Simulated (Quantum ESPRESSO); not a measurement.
## S K ELNES/XANES of BeS (F-43m) from DFT

What does one-electron theory with a core hole give for the S K edge of BeS (F-43m)?

Main program and level: Quantum ESPRESSO 7.5; X-ray absorption near-edge structure, plane-wave PAW PBEsol, one-electron final states by a Lanczos continued fraction.

The database entry behind the starting cell differs from later determinations by our own check (0.1 to 0.3 % short, probably kX units), so it need not match the best structure at ambient conditions.

### 1. Starting point

It takes space group F-43m (No. 216, cubic). Conventional cell: a = 4.850 Å, b = 4.850 Å, c = 4.850 Å, α = 90.00°, β = 90.00°, γ = 90.00°. Nearest to S lie 4 Be at 2.10 Å. Nearest to Be lie 4 S at 2.10 Å. Farther neighbours and most contacts between anions are not listed.

### 2. The field without a hole

The ground state comes first: it tells whether the system has a gap, which decides how the excited electron is treated.

The PAW data sets are made with ld1.x, with reconstruction data.

File scf.in:

```
&control
   calculation='scf', prefix='x', pseudo_dir='../pp', outdir='tmp', tprnfor=.true.
/
&system
   ibrav=0, nat=2, ntyp=2, nbnd=8
   ecutwfc=44, ecutrho=250
   occupations='smearing', smearing='mv', degauss=0.015
/
&electrons
   conv_thr=2.0e-08, electron_maxstep=120
   mixing_beta=0.5
/
ATOMIC_SPECIES
S3 1.0 S.pbesol-nl-kjpaw.UPF
Be 1.0 Be.pbesol-n-kjpaw.UPF
CELL_PARAMETERS angstrom
  0.00000000 2.42500000 2.42500000
  2.42500000 0.00000000 2.42500000
  2.42500000 2.42500000 0.00000000
ATOMIC_POSITIONS crystal
S3   0.75000000 0.75000000 0.75000000
Be   0.00000000 0.00000000 0.00000000
K_POINTS automatic
9 9 9 0 0 0
```

The run is started by

```
$ OMP_NUM_THREADS=1 mpirun --oversubscribe --bind-to none -np 4 pw.x -nk 4 -in scf.in > scf.out
```

The program printed:

```text
     [... banner and references ...]
using ibrav=0 with symmetry is DISCOURAGED, use correct ibrav instead

     G-vector sticks info
     --------------------

     Using Slab Decomposition

     bravais-lattice index     =            0
     lattice parameter (alat)  =       6.4808  a.u.
     unit-cell volume          =     192.4695 (a.u.)^3
     number of atoms/cell      =            2
     number of atomic types    =            2
     number of electrons       =         8.00
     number of Kohn-Sham states=            8
     kinetic-energy cutoff     =      44.0000  Ry
     charge density cutoff     =     250.0000  Ry
     scf convergence threshold =      2.0E-08
     mixing beta               =       0.5000
     number of iterations used =            8  plain     mixing
     Exchange-correlation= SLA  PW   PSX  PSC
                           (   1   4  10   8   0   0   0)

     celldm(1)=   6.480755  celldm(2)=   0.000000  celldm(3)=   0.000000
     celldm(4)=   0.000000  celldm(5)=   0.000000  celldm(6)=   0.000000

     crystal axes: (cart. coord. in units of alat)
               a(1) = (   0.000000   0.707107   0.707107 )
               a(2) = (   0.707107   0.000000   0.707107 )
               a(3) = (   0.707107   0.707107   0.000000 )

     reciprocal axes: (cart. coord. in units 2 pi/alat)
               b(1) = ( -0.707107  0.707107  0.707107 )
               b(2) = (  0.707107 -0.707107  0.707107 )
               b(3) = (  0.707107  0.707107 -0.707107 )

     ../pp/S.pbesol-nl-kjpaw.UPF
     Pseudo is Projector augmented-wave + core cor, Zval =  6.0
     Shape of augmentation charge: PSQ
     Using radial grid of 1151 points,  4 beta functions with:
                l(1) =   0
                l(2) =   0
                l(3) =   1
                l(4) =   1
     Q(r) pseudized with 0 coefficients

     PseudoPot. #2 for Be:     Pseudo is Projector augmented-wave + core cor, Zval =  2.0

     atomic species   valence    mass     pseudopotential
     S3                6.00     1.00000     S ( 1.00)
     Be                2.00     1.00000     Be( 1.00)

     24 Sym. Ops. (no inversion) found

   Cartesian axes

     site n.     atom                  positions (alat units)
         1        S3     tau(   1) = (   1.0606602   1.0606602   1.0606602  )
         2        Be     tau(   2) = (   0.0000000   0.0000000   0.0000000  )

     number of k points=    35  Marzari-Vanderbilt smearing, width (Ry)=  0.0150
                       cart. coord. in units 2pi/alat
        k(    1) = (   0.0000000   0.0000000   0.0000000), wk =   0.0027435
        k(    2) = (   0.0785674   0.0785674  -0.0785674), wk =   0.0219479
        k(    3) = (   0.1571348   0.1571348  -0.1571348), wk =   0.0219479
        k(    4) = (   0.2357023   0.2357023  -0.2357023), wk =   0.0219479
        k(    5) = (   0.3142697   0.3142697  -0.3142697), wk =   0.0219479
[...]
k(   33) = (  -0.0785674  -0.5499719   0.7071068), wk =   0.0658436
        k(   34) = (  -0.0000000  -0.4714045   0.6285394), wk =   0.0658436
        k(   35) = (  -0.0785674  -0.3928371   0.7071068), wk =   0.0658436

     Dense  grid:    12891 G-vectors     FFT dimensions: (  36,  36,  36)

     Smooth grid:     7631 G-vectors     FFT dimensions: (  27,  27,  27)

     Initial potential from superposition of free atoms

     starting charge       7.9998, renormalised to       8.0000
     Starting wfcs are    8 randomized atomic wfcs
     Checking if some PAW data can be deallocated...

     per-process dynamical memory:    16.7 Mb

     Self-consistent Calculation

     iteration #  1     ecut=    44.00 Ry     beta= 0.50
     Davidson diagonalization with overlap
     ethr =  1.00E-02,  avg # of iterations =  4.7

     Threshold (ethr) on eigenvalues was too large:
     Diagonalizing with lowered threshold

     Davidson diagonalization with overlap
[...]
estimated scf accuracy    <       0.00627133 Ry

     iteration #  3     ecut=    44.00 Ry     beta= 0.50
     Davidson diagonalization with overlap
     ethr =  7.84E-05,  avg # of iterations =  4.6

     total energy              =     -71.78318063 Ry
     estimated scf accuracy    <       0.00015281 Ry

     iteration #  4     ecut=    44.00 Ry     beta= 0.50
     Davidson diagonalization with overlap
     ethr =  1.91E-06,  avg # of iterations =  9.6

     total energy              =     -71.78328609 Ry
     estimated scf accuracy    <       0.00003023 Ry

     iteration #  5     ecut=    44.00 Ry     beta= 0.50
     Davidson diagonalization with overlap
     ethr =  3.78E-07,  avg # of iterations =  2.0

     total energy              =     -71.78328798 Ry
     estimated scf accuracy    <       0.00000921 Ry

     iteration #  6     ecut=    44.00 Ry     beta= 0.50
     Davidson diagonalization with overlap
     ethr =  1.15E-07,  avg # of iterations =  1.2

     total energy              =     -71.78328889 Ry
     estimated scf accuracy    <       0.00000013 Ry

     iteration #  7     ecut=    44.00 Ry     beta= 0.50
     Davidson diagonalization with overlap
     ethr =  1.57E-09,  avg # of iterations =  5.1

     total energy              =     -71.78328939 Ry
     estimated scf accuracy    <       0.00000016 Ry

     iteration #  8     ecut=    44.00 Ry     beta= 0.50
     Davidson diagonalization with overlap
     ethr =  1.57E-09,  avg # of iterations =  1.3

     End of self-consistent calculation

          k = 0.0000 0.0000 0.0000 (   941 PWs)   bands (ev):

    -8.4187   5.2995   5.2995   5.2995  10.8991  10.8991  10.8991  10.9956

          k = 0.0786 0.0786-0.0786 (   938 PWs)   bands (ev):

    -8.2768   4.2935   5.1360   5.1360  10.7924  11.1901  11.1902  12.1144

          k = 0.1571 0.1571-0.1571 (   941 PWs)   bands (ev):

    -7.8768   2.4166   4.7857   4.7857  10.7487  11.7097  11.7097  13.9893

          k = 0.2357 0.2357-0.2357 (   938 PWs)   bands (ev):

    -7.3201   0.6785   4.4616   4.4616  10.7021  11.8750  11.8750  15.5294

          k = 0.3143 0.3143-0.3143 (   951 PWs)   bands (ev):

    -6.8582  -0.4116   4.2791   4.2791  10.6679  11.7866  11.7866  16.2179

          k = 0.1571 0.0000-0.0000 (   937 PWs)   bands (ev):

[...]
k =-0.2357-0.3928 0.3928 (   946 PWs)   bands (ev):

[...]
k =-0.1571-0.3143 0.3143 (   943 PWs)   bands (ev):

[...]
k =-0.0786-0.2357 0.2357 (   945 PWs)   bands (ev):

[...]
k =-0.0000-0.1571 0.1571 (   933 PWs)   bands (ev):

[...]
k =-0.1571-0.4714 0.4714 (   952 PWs)   bands (ev):

[...]
k = 0.3143 0.1571-0.0000 (   950 PWs)   bands (ev):

[...]
k = 0.3928 0.2357-0.0786 (   943 PWs)   bands (ev):

[...]
k = 0.4714 0.1571-0.0000 (   949 PWs)   bands (ev):

[...]
k = 0.0000-0.3143 0.4714 (   951 PWs)   bands (ev):

[...]
k =-0.0786-0.5500 0.7071 (   956 PWs)   bands (ev):

    -6.2993   0.5092   2.2671   2.4086   9.3343  11.0035  15.8304  17.2526

          k =-0.0000-0.4714 0.6285 (   948 PWs)   bands (ev):

    -6.2113   0.7009   1.3963   2.5378  10.0847  12.3049  15.1920  15.7746

          k =-0.0786-0.3928 0.7071 (   947 PWs)   bands (ev):

    -6.2342   0.8181   1.4704   2.2233  11.4198  12.7400  13.5679  15.1571

     the Fermi energy is     6.4732 ev

!    total energy              =     -71.78328940 Ry
     total all-electron energy =      -826.657258 Ry
     estimated scf accuracy    <       0.00000001 Ry
     smearing contrib. (-TS)   =       0.00000000 Ry
     internal energy E=F+TS    =     -71.78328940 Ry

     The total energy is F=E-TS. E is the sum of the following terms:
     one-electron contribution =       3.35918976 Ry
     hartree contribution      =       2.57185838 Ry
     xc contribution           =      -6.70749408 Ry
     ewald contribution        =     -22.10989088 Ry
     one-center paw contrib.   =     -48.89695258 Ry

     convergence has been achieved in   8 iterations

     Forces acting on atoms (cartesian axes, Ry/au):

     atom    1 type  1   force =    -0.00000000    0.00000000    0.00000000
     atom    2 type  2   force =     0.00000000   -0.00000000   -0.00000000

     Total force =     0.000000     Total SCF correction =     0.000000

     XML data file, charge density, pseudopotentials, collected wavefunctions

=------------------------------------------------------------------------------=
   JOB DONE.
=------------------------------------------------------------------------------=
```

Run time: 2.7 s. Hardware: 4 MPI ranks of Intel Xeon 6975P-C (Granite Rapids), shared host; peak memory 0.06 GiB; 8.6 s of CPU time.

Absorbing atoms carry a label of their own (element plus a letter or digit), as the spectrum program needs them as separate species.

The mesh shows a gap of 3.03 eV, so the hole is first treated in a charged cell, without the excited electron.

### 3. Spectrum without a core hole, S atom 1

This cheap baseline ignores the attraction of the hole: it shows the absorber's empty states as they are in the ground state.

The absorber has 4 Be at 2.10 Å (tetrahedral, site symmetry -43m).

File xspectra.in:

```
&input_xspectra
   calculation='xanes_dipole', edge='K'
   prefix='x', outdir='tmp', xiabs=1, xe0=6.815
   xonly_plot=.false., x_save_file='xanes.sav'
   xniter=3000, xcheck_conv=20, xerror=0.005
   xcoordcrys=.false., xepsilon(1)=1, xepsilon(2)=0, xepsilon(3)=0
/
&plot
   xnepoint=413, xemin=-10, xemax=45, terminator=.true., cut_occ_states=.true.
   xgamma=0.4
/
&pseudos
   filecore='../S.wfc'
/
&cut_occ
   cut_desmooth=0.1, cut_stepl=0.05, cut_stepu=0.05, cut_ierror=1e-5
/
8 8 8 0 0 0
```

The run is started by

```
$ OMP_NUM_THREADS=1 mpirun --oversubscribe --bind-to none -np 4 xspectra.x -nk 4 -in xspectra.in > xspectra.out
```

The program printed:

```text
     [... banner and references ...]
Reading input_file

     calculation: xanes_dipole

     xepsilon  [cartesian coordinates]:   1.000000   0.000000   0.000000

     xonly_plot: FALSE
        => complete calculation: Lanczos + spectrum plot

     filecore (core-wavefunction file): ../S.wfc

     main plot parameters:
        cut_occ_states: TRUE
        gamma_mode:  constant
        -> using xgamma [eV]:  0.40
        xemin [eV]: -10.00
        xemax [eV]:  45.00
        xnepoint:  413
        xe0 [eV]:   6.815000 (energy zero read in input file)

[...]
Results of STEP 1 successfully written in x_save_file
     x_save_file name:
     ->  xanes.sav
     x_save_file version:  2

     ... End STEP 1 ...

     ... Begin STEP 2 ...

     The spectrum is calculated using the following parameters:
        xe0 [eV]:    6.8150
        the occupied states are elimintate from the spectrum
        xemin [eV]: -10.00
        xemax [eV]:  45.00
        xnepoint:  413
        constant broadening parameter [eV]:    0.400
        Core level energy [eV]:  -2472.
         (from electron binding energy of neutral atoms in X-ray data booklet)

     Cross-section successfully written in xanes.dat

     ... End STEP 2 ...

                                END JOB XSpectra
```

It took 9.1 s on 4 MPI ranks; peak memory 0.08 GiB.

The S K spectrum, S atom 1, no core hole (energy from the lowest empty level; intensity scaled to a mean of 1 over the first 20 eV; the points at xe0, where the cut of filled states can leave a spike, are interpolated):

```
E (eV)  intensity
  -2.0       0.03
  -1.0       0.05
   0.0       0.07
   1.0       0.17
   2.0       0.40
   3.0       0.79
   4.0       1.19
   5.0       1.13
   6.0       1.83
   7.0       1.01
   8.0       1.57
   9.0       1.07
  10.0       1.09
  11.0       1.06
  12.0       0.92
  13.0       1.15
  14.0       1.04
  15.0       1.19
  16.0       0.99
  17.0       0.93
  18.0       0.83
  19.0       0.76
  20.0       0.84
  21.0       0.64
  22.0       0.48
  23.0       0.70
  24.0       0.57
  25.0       0.53
  26.0       0.71
  27.0       0.70
  28.0       0.58
  29.0       0.46
  30.0       0.63
  31.0       0.83
  32.0       0.89
```

Main maxima below 24 eV (height): 4.4 eV (1.24), 6.0 eV (1.84), 7.7 eV (1.61), 9.4 eV (1.18), 13.3 eV (1.37) and 14.6 eV (1.42). A K edge sees empty p states on the absorber.

### 4. Another broadening

The final state's lifetime shortens with energy, so measured features broaden above the edge; the saved Lanczos coefficients are redrawn with a width that grows.

File xspectra_plot.in:

```
&input_xspectra
   calculation='xanes_dipole', edge='K'
   prefix='x', outdir='tmp', xiabs=1, xe0=6.815
   xonly_plot=.true., x_save_file='xanes.sav'
   xniter=3000, xcheck_conv=20, xerror=0.005
   xcoordcrys=.false., xepsilon(1)=1, xepsilon(2)=0, xepsilon(3)=0
/
&plot
   xnepoint=413, xemin=-10, xemax=45, terminator=.true., cut_occ_states=.true.
   gamma_mode='variable', gamma_energy(1)=4, gamma_energy(2)=25, gamma_value(1)=0.3, gamma_value(2)=2.5
/
&pseudos
   filecore='../S.wfc'
/
&cut_occ
   cut_desmooth=0.1, cut_stepl=0.05, cut_stepu=0.05, cut_ierror=1e-5
/
8 8 8 0 0 0
```

The run is started by

```
$ OMP_NUM_THREADS=1 xspectra.x -in xspectra_plot.in > xspectra_plot.out
```

The program printed:

```text
     [... banner and references ...]
Reading input_file
     -------------------------------------------------------------------------

     calculation: xanes_dipole

     xonly_plot: TRUE
        => only the spectrum plot

     main plot parameters:
        cut_occ_states: TRUE
        gamma_mode:  variable
        -> first, constant up to point ( 4.00, 0.30) [eV]
        -> then, linear up to point (25.00, 2.50) [eV]
        -> finally, constant up to xemax
        xemin [eV]: -10.00
        xemax [eV]:  45.00
        xnepoint:  413
[...]
xemin [eV]: -10.00
        xemax [eV]:  45.00
        xnepoint:  413
        energy-dependent broadening parameter:
         -> first, constant up to point ( 4.00, 0.30) [eV]
         -> then, linear up to point (25.00, 2.50) [eV]
         -> finally, constant up to xemax
        Core level energy [eV]:  -2472.
         (from electron binding energy of neutral atoms in X-ray data booklet)

     Cross-section successfully written in xanes.dat

     -------------------------------------------------------------------------
                                END JOB XSpectra
     -------------------------------------------------------------------------
[key lines of the parts left out:]
Fermi level [eV]:   5.2995
```

Elapsed: 4.3 s, on 1 MPI rank; peak memory 0.06 GiB.

With a Lorentzian half width 0.3 eV up to 4 eV, rising linearly to 2.5 eV at 25 eV (counted from xe0, 1.5 eV below the zero used here), the maxima are 4.4 eV (1.25), 5.8 eV (1.61), 7.8 eV (1.41) and 13.7 eV (1.11).

### 5. Supercell without a hole, the energy reference

The photon energy needs a difference of total energies, so the cell and mesh of the coming hole run are first run without a hole.

File scf.in:

```
&control
   calculation='scf', prefix='x', pseudo_dir='../pp', outdir='tmp', tprnfor=.true.
/
&system
   ibrav=0, nat=12, ntyp=2, nbnd=28
   ecutwfc=44, ecutrho=250
   occupations='fixed'
/
&electrons
   conv_thr=1.2e-07, electron_maxstep=120
   mixing_beta=0.5
/
ATOMIC_SPECIES
S 1.0 S.pbesol-nl-kjpaw.UPF
Be 1.0 Be.pbesol-n-kjpaw.UPF
CELL_PARAMETERS angstrom
  2.42500000 4.85000000 2.42500000
  2.42500000 -4.85000000 2.42500000
  2.42500000 -2.42500000 -4.85000000
ATOMIC_POSITIONS crystal
S    0.12500000 0.37500000 0.00000000
S    0.79166667 0.37500000 0.33333333
S    0.62500000 0.87500000 0.00000000
S    0.45833333 0.37500000 0.66666667
S    0.29166667 0.87500000 0.33333333
S    0.95833333 0.87500000 0.66666667
Be   0.00000000 0.00000000 0.00000000
Be   0.66666667 0.00000000 0.33333333
Be   0.50000000 0.50000000 0.00000000
Be   0.33333333 0.00000000 0.66666667
Be   0.16666667 0.50000000 0.33333333
Be   0.83333333 0.50000000 0.66666667
K_POINTS automatic
4 3 4 0 0 0
```

The run is started by

```
$ OMP_NUM_THREADS=1 mpirun --oversubscribe --bind-to none -np 4 pw.x -nk 4 -in scf.in > scf.out
```

The program printed:

```text
     [... banner and references ...]
[banner, memory and clock lines left out]
Found identity + ( -0.3333  0.0000  0.3333) symmetry
     This is a supercell, fractional translations are disabled
     using ibrav=0 with symmetry is DISCOURAGED, use correct ibrav instead

     G-vector sticks info

     bravais-lattice index     =            0
     lattice parameter (alat)  =      11.2250  a.u.
     unit-cell volume          =    1154.8168 (a.u.)^3
     number of atoms/cell      =           12
[...]
atom    2 type  1   force =     0.00001532   -0.00001076   -0.00004632
     atom    3 type  1   force =    -0.00003756    0.00002350   -0.00003756
[...]
atom   11 type  2   force =     0.00002752   -0.00002525    0.00002242
     atom   12 type  2   force =     0.00002242   -0.00002525    0.00002752

     Total force =     0.000171     Total SCF correction =     0.000159
     SCF correction compared to forces is large: reduce conv_thr to get better values

     XML data file, charge density, pseudopotentials, collected wavefunctions
[key lines of the parts left out:]
!    total energy              =    -430.69967552 Ry
convergence has been achieved in   7 iterations
```

Run time: 13 s. Hardware: 4 MPI ranks; peak memory 0.13 GiB.

Reference energy: -67483.469 eV with the cores included.

(Continued in part 2 of 3.)

[Banner, clock and machine lines of the logs are left out without a mark of their own.]

[Logs are printed without paths, hosts, clocks, repeated set-up lines and the standing remarks that a program may print on its own settings, such as how far it seeks lower states.]

[Hosts, paths, dates, database ids (printed as entryN), source tags and the programs' standing remarks are cut or masked in the printed files.]

[Lists of maxima count a maximum above −3 eV only where it reaches 4 % of the highest in the window and stands out from its surroundings by 2 % of it (1.5 % where it reaches 55 %); shoulders and weaker maxima are passed over, and of the rest the first, up to two pre-edge ones and the few strongest are named.]
